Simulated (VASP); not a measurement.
# How a change of volume changes GaN (F-43m)

Strain engineering needs slopes: what does a change of volume do to the lattice and the band edges of GaN?

Program: VASP 6.6.1. Level of theory: LDA; plane waves and PAW (Ga_d, N); cell typed or built by script, in the first sound run; inputs show where later runs differ. Results are calculated unless marked as measured.

This is a report of a sequence of runs, with most program output left out.

## Step 1: The starting structure

Symmetry: F-43m, No. 216, cubic system. The conventional cell has a = 4.500 Å, b = 4.500 Å, c = 4.500 Å, α = 90.00°, β = 90.00°, γ = 90.00°. Nearest to Ga lie 4 N at 1.95 Å. Nearest to N lie 4 Ga at 1.95 Å. Farther neighbours and most contacts between anions are not listed.

Structure file:

```xyz
2
Lattice="0.0000 2.2500 2.2500 2.2500 0.0000 2.2500 2.2500 2.2500 0.0000" Properties=species:S:1:pos:R:3 pbc="T T T"
Ga    0.0000    0.0000    0.0000
N     1.1250    1.1250    1.1250
```

## Step 2: Relax the crystal, LDA

The series starts from the cell that this level prefers, so that zero strain is near zero stress.

This step took 2 runs in a row; the last is shown.

Level: LDA; plane waves and PAW (Ga_d, N); cell typed or built by script.

File INCAR:

```
SYSTEM = GaN
PREC = Accurate
ENCUT = 600
EDIFF = 1E-07
NELM = 120
ISMEAR = 0
SIGMA = 0.02
LREAL = .FALSE.
ALGO = Normal
GGA = CA
NBANDS = 15
LASPH = .TRUE.
LORBIT = 11
LWAVE = .FALSE.
LCHARG = .FALSE.
KPAR = 12
IBRION = 2
NSW = 40
ISIF = 3
EDIFFG = -0.005
POTIM = 0.4
```

File POSCAR:

```
GaN
1.0
    0.0000000000      2.2313343091      2.2313343091
    2.2313343091      0.0000000000      2.2313343091
    2.2313343091      2.2313343091      0.0000000000
Ga N
1 1
Direct
    0.0000000000      0.0000000000      0.0000000000
    0.2500000000      0.2500000000      0.2500000000
```

File KPOINTS:

```
Automatic mesh
0
Gamma
11 11 11
0 0 0
```

Potentials, in the order of the species: Ga_d and N (LDA family, release 64).

Launch:

```bash
$ mpirun -np 12 vasp_std
```

Run time: 4.6 s. Hardware: 12 MPI ranks of Intel Xeon 6975P-C (Granite Rapids), shared host; peak memory 1.9 GiB.

Read from the output:

| Property | Result |
| --- | --- |
| energy(sigma→0) of the program | -13.9446 eV |
| stress, compression positive | xx, yy, zz 0.01, 0.01, 0.01 GPa |
| volume | 22.219 Å³ |
| ionic steps | 1 |

## Step 3: Relax at fixed volume, LDA

One member in full: the volume is scaled by 1.06, and the cell is held.

Level: LDA; plane waves and PAW (Ga_d, N); cell typed or built by script.

Changes to INCAR since step 2:

```diff
@@ -15,7 +15,8 @@
 LCHARG = .FALSE.
-KPAR = 12
+KPAR = 3
 IBRION = 2
 NSW = 40
-ISIF = 3
-EDIFFG = -0.005
+ISIF = 2
+EDIFFG = -0.004
 POTIM = 0.4
+MAXMIX = 40
```

File POSCAR:

```
GaN
1.0
    0.0000000000      2.2750970727      2.2750970727
    2.2750970727      0.0000000000      2.2750970727
    2.2750970727      2.2750970727      0.0000000000
Ga N
1 1
Direct
    0.0000000000      0.0000000000      0.0000000000
    0.2500000000      0.2500000000      0.2500000000
```

KPOINTS is that of step 2.

Launch:

```bash
$ mpirun -np 3 vasp_std
```

Elapsed: 6 s, on 3 MPI ranks; peak memory 0.44 GiB.

Read from the output:

```
energy(sigma→0) of the program : -13.9008 eV
stress, compression positive   : xx, yy, zz -10.35, -10.35, -10.35 GPa
ionic steps                    : 1
```

## Step 4: Band edges, TB-mBJ with spin-orbit coupling

Short lines in KPOINTS_OPT sample the zone centre, for masses, and the other valleys.

Level: TB-mBJ, spin-orbit coupling; plane waves and PAW (Ga_d, N); cell typed or built by script.

TB-mBJ has no energy functional, so the total energy, stress and pressure in this output mean nothing.

File INCAR:

```
SYSTEM = GaN
PREC = Accurate
ENCUT = 600
EDIFF = 1E-06
NELM = 150
ISMEAR = 0
SIGMA = 0.02
LREAL = .FALSE.
ALGO = Normal
METAGGA = MBJ
LASPH = .TRUE.
LNONCOLLINEAR = .TRUE.
MAGMOM = 0 0 0 0 0 0
NBANDS = 28
GGA_COMPAT = .FALSE.
LSORBIT = .TRUE.
LWAVE = .FALSE.
LCHARG = .FALSE.
KPAR = 3
```

POSCAR is that of step 3.

File KPOINTS:

```
Automatic mesh
0
Gamma
9 9 9
0 0 0
```

File KPOINTS_OPT:

```
Line mode
6
Line-mode
Reciprocal
  0.00000000   0.00000000   0.00000000
  0.01810465   0.01810465   0.00000000

  0.00000000   0.00000000   0.00000000
 -0.00000000  -0.01810465  -0.01810465

  0.31000000   0.31000000   0.00000000
  0.50000000   0.50000000   0.00000000

  0.00000000   0.31000000   0.31000000
  0.00000000   0.50000000   0.50000000

  0.45000000   0.45000000   0.45000000
  0.50000000   0.50000000   0.50000000

  0.45000000   0.00000000   0.00000000
  0.50000000   0.00000000   0.00000000

  0.42500000   0.42500000   0.00000000
  0.42500000   0.44310465   0.01810465

  0.50000000   0.50000000   0.50000000
  0.48719808   0.51280192   0.50000000
```

Launch:

```bash
$ mpirun -np 3 vasp_ncl
```

It took 1.9 min on 3 MPI ranks; peak memory 0.99 GiB; 5.8 min of CPU time.

## Step 5: Band edges, r2SCAN with spin-orbit coupling

Level: r2SCAN, spin-orbit coupling; plane waves and PAW (Ga_d, N); cell typed or built by script.

Changes to INCAR since step 4:

```diff
@@ -4,3 +4,3 @@
 EDIFF = 1E-06
-NELM = 150
+NELM = 100
 ISMEAR = 0
@@ -9,3 +9,3 @@
 ALGO = Normal
-METAGGA = MBJ
+METAGGA = R2SCAN
 LASPH = .TRUE.
```

POSCAR is that of step 4.

KPOINTS is that of step 4.

KPOINTS_OPT is that of step 4.

Launch:

```bash
$ mpirun -np 3 vasp_ncl
```

Elapsed: 3.3 min, on 3 MPI ranks; peak memory 1 GiB.

Numbers from this step:

```
energy(sigma→0) of the program : -157.0069 eV
stress, compression positive   : xx, yy, zz -5.05, -5.05, -5.05 GPa
```

The run ends at a pressure of -5.05 GPa.

## Step 6: The table

Runs beyond LDA use the data sets made with LDA; this shifts their levels slightly, and their total energies have another zero (at TB-mBJ, which has no energy functional, they mean nothing).

The other members went through these steps as far as the tables show, with the same cutoff and, step by step, the same mesh; 25 runs are not shown. The session took 3.5 core hours (wall time by ranks) on a shared machine.

| volume over the relaxed volume | volume (Å³/atom) | pressure (GPa) | energy above the unstrained row (meV/atom) | gap on the mesh, LDA (eV) |
| --- | --- | --- | --- | --- |
| 0.940 | 10.443 | 14.296 | 28.997 | 2.341 |
| 0.955 | 10.610 | 10.281 | 16.023 | 2.239 |
| 0.970 | 10.776 | 6.578 | 7.067 | 2.138 |
| 0.985 | 10.943 | 3.162 | 1.822 | 2.038 |
| 1 | 11.110 | 0.010 | 0.000 | 1.940 |
| 1.015 | 11.276 | -2.897 | 1.328 | 1.844 |
| 1.030 | 11.443 | -5.575 | 5.577 | 1.748 |
| 1.045 | 11.609 | -8.047 | 12.504 | 1.655 |
| 1.060 | 11.776 | -10.345 | 21.915 | 1.562 |

A cubic of the pressure in ln(V/V₀) through all rows has the slope −B at V₀: B = 202 GPa, and its curvature gives B′ = 4.4.

Band edges at TB-mBJ with spin-orbit coupling, counted from the valence-band top at Γ, spin-orbit pairs averaged, with one row partly withheld:

| volume over the relaxed volume | gap (eV) | conduction band at Γ (eV) | Δ or X valley along z (eV) | lowest conduction level at L, [111] (eV) | second valence level below the top (eV) | third valence level below the top (eV) |
| --- | --- | --- | --- | --- | --- | --- |
| 0.940 | 3.396 | 3.396 | 4.652 | 6.609 | 0.000 | 0.002 |
| 0.955 | 3.306 | 3.306 | 4.646 | 6.505 | 0.000 | 0.003 |
| 0.970 | ? | ? | 4.641 | 6.403 | 0.000 | 0.004 |
| 0.985 | 3.128 | 3.128 | 4.634 | 6.301 | 0.000 | 0.005 |
| 1 | 3.039 | 3.039 | 4.626 | 6.199 | 0.000 | 0.005 |
| 1.015 | 2.950 | 2.950 | 4.618 | 6.098 | 0.000 | 0.006 |
| 1.030 | 2.862 | 2.862 | 4.609 | 5.998 | 0.000 | 0.007 |
| 1.045 | 2.775 | 2.775 | 4.600 | 5.900 | 0.000 | 0.007 |
| 1.060 | 2.687 | 2.688 | 4.590 | 5.802 | 0.000 | 0.008 |

Conduction masses, in electron masses (the axis is [001]):

| volume over the relaxed volume | conduction mass at Γ, along the strain axis or the normal of the plane |
| --- | --- |
| 0.940 | 0.257 |
| 0.955 | 0.251 |
| 0.970 | 0.245 |
| 0.985 | 0.240 |
| 1 | 0.236 |
| 1.015 | 0.229 |
| 1.030 | 0.225 |
| 1.045 | 0.220 |
| 1.060 | 0.214 |

Band edges at r2SCAN with spin-orbit coupling, counted from the valence-band top at Γ, spin-orbit pairs averaged:

| volume over the relaxed volume | gap (eV) | conduction band at Γ (eV) | Δ or X valley along z (eV) | lowest conduction level at L, [111] (eV) | second valence level below the top (eV) | third valence level below the top (eV) |
| --- | --- | --- | --- | --- | --- | --- |
| 0.940 | 2.737 | 2.737 | 3.796 | 5.819 | 0.000 | 0.006 |
| 0.955 | 2.631 | 2.632 | 3.791 | 5.705 | 0.000 | 0.007 |
| 0.970 | 2.528 | 2.528 | 3.787 | 5.593 | 0.000 | 0.008 |
| 0.985 | 2.425 | 2.425 | 3.781 | 5.482 | 0.000 | 0.008 |
| 1 | 2.322 | 2.323 | 3.774 | 5.372 | 0.000 | 0.009 |
| 1.015 | 2.222 | 2.223 | 3.768 | 5.265 | 0.000 | 0.010 |
| 1.030 | 2.117 | 2.124 | 3.761 | 5.159 | 0.000 | 0.010 |
| 1.045 | 2.021 | 2.021 | 3.746 | 5.049 | 0.000 | 0.011 |
| 1.060 | 1.931 | 1.931 | 3.749 | 4.955 | 0.000 | 0.011 |

Conduction masses, in electron masses (the axis is [001]):

| volume over the relaxed volume | conduction mass at Γ, along the strain axis or the normal of the plane |
| --- | --- |
| 0.940 | 0.207 |
| 0.955 | 0.201 |
| 0.970 | 0.195 |
| 0.985 | 0.187 |
| 1 | 0.181 |
| 1.015 | 0.176 |
| 1.030 | 0.169 |
| 1.045 | 0.162 |
| 1.060 | 0.156 |

## Step 7: Fit and prediction

The quantity to fit is the conduction level at Γ above the mean of the three top valence levels at TB-mBJ with spin-orbit coupling: 3.396, 3.307, 3.130, 3.041, 2.952, 2.864, 2.777, 2.690 eV in the rows shown.

A least-squares parabola through the 8 rows shown, with u the logarithm of the volume ratio: E = − 2.311 u² − 5.892 u + 3.041 (eV), r.m.s. residual 3.2e-4 eV.

For the withheld row, u = -0.03046, the fit gives 3.2183 eV.

## Step 8: Checking the prediction

The calculation gives 3.2187 eV, so the prediction is 0.0004 eV too low.

## Step 9: Outcome

* bulk modulus: 202 GPa
* gap of the unstrained cell, TB-mBJ with spin-orbit coupling: 3.04 eV
* gap of the unstrained cell, r2SCAN with spin-orbit coupling: 2.32 eV
* dE/d ln V of the conduction level at Γ above the mean of the three top valence levels, TB-mBJ with spin-orbit coupling: -5.89 eV
* error of the predicted row: -0.4 meV

The slope of the energy gives 0.19 GPa at the relaxed volume where the pressure column has 0.01 GPa, a mark of the finite basis. At TB-mBJ with spin-orbit coupling the lowest conduction valley is Γ throughout, and the gap runs between 2.69 and 3.40 eV. At r2SCAN with spin-orbit coupling the lowest conduction valley is Γ throughout, and the gap runs between 1.93 and 2.74 eV. Hole masses are left out throughout, since the top bands are degenerate or cross in many series; of conduction masses, those of the Γ, L and (for Si and Ge under (001) strain) Δ valleys are kept where they change by under an eighth between rows. TB-mBJ is a potential fitted for gaps; it has no energy functional, so its total energies and forces mean nothing, and its bands tend to come out too narrow. r2SCAN opens gaps somewhat over GGA but leaves them below measured values as a rule. Δ or X levels are the lowest on their line, refined by a parabola unless they lie at X; the gap is read from all points sampled and can differ from the lowest valley by some meV, or by tens of meV where strain moves the valence top off Γ. Temperature, zero-point motion and excitons are left out.

[Lines on the potential files, build, host, timing and source positions are cut from VASP's logs without a mark.]

[Logs are printed without paths, hosts, clocks, repeated set-up lines and the standing remarks that a program may print on its own settings, such as how far it seeks lower states.]

[Hosts, paths, dates, database ids (printed as entryN), source tags and the programs' standing remarks are cut or masked in the printed files.]

[In band tables of VASP the shares of atoms and orbitals are scaled to a sum of 1 inside the atoms' spheres.]
